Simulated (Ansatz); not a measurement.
## Zr: enthalpy against pressure

Zr, Fm-3m, a = 4.527 Å. This isn't the element's structure at ambient conditions. Ansatz: PBE, PAW, 420 eV, Γ-centred 16×16×16 mesh on 1 atom, Gaussian smearing 0.10 eV; no spin polarisation. Cell and atoms are relaxed at each pressure, and no other structure is tried, so the rows at high pressure may lie past a change of phase. y is the enthalpy over the state at zero pressure; there V0 = 23.193 Å³/atom. The pressures are the targets, met within 0.01 GPa.

```
P (GPa) y (eV/atom)
   -3.0      -0.4417
    0.0       0.0000
    3.0       0.4270
    8.0       1.1111
   15.0       2.0213
   30.0            ?
   60.0       7.0382
```

**Question.** Fit y = c1 P + c2 P² + c3 P³ to the other rows, say what c1 and c2 mean, and predict the missing value.

**Answer.** Least squares on the rows shown. y = 0.14456 P − 0.00072393 P² + 4.4928×10⁻⁶ P³. Since dH/dP = V, c1 is V0: 0.14456 eV/GPa × 160.2 = 23.159 Å³ against 23.193; c2 = −V0/(2B0) gives B0 = 100 GPa, where a Birch–Murnaghan fit to the volumes of the same runs (not shown) gives 90 GPa: a cubic over this range folds the higher terms into c2. Above P = −c2/(3 c3) = 54 GPa the cubic's slope, the volume, would rise with pressure, so the form fails there. At P = 30.0 the fit asked for gives 3.8066 eV/atom. The run gave 3.8284 eV/atom, so the fit is 0.0218 eV/atom too low, 0.29 % of the span of the series, against an rms of 0.0009 eV/atom on the fitted rows. With a term in P⁴ added, a fit to the same known rows predicts 3.8414 eV/atom, a smaller miss on the other side. Also, this row ran on the mesh 18×18×18, its neighbour on 16×16×16, which can shift it a little.

The mesh isn't the same in all rows (16×16×16, 18×18×18).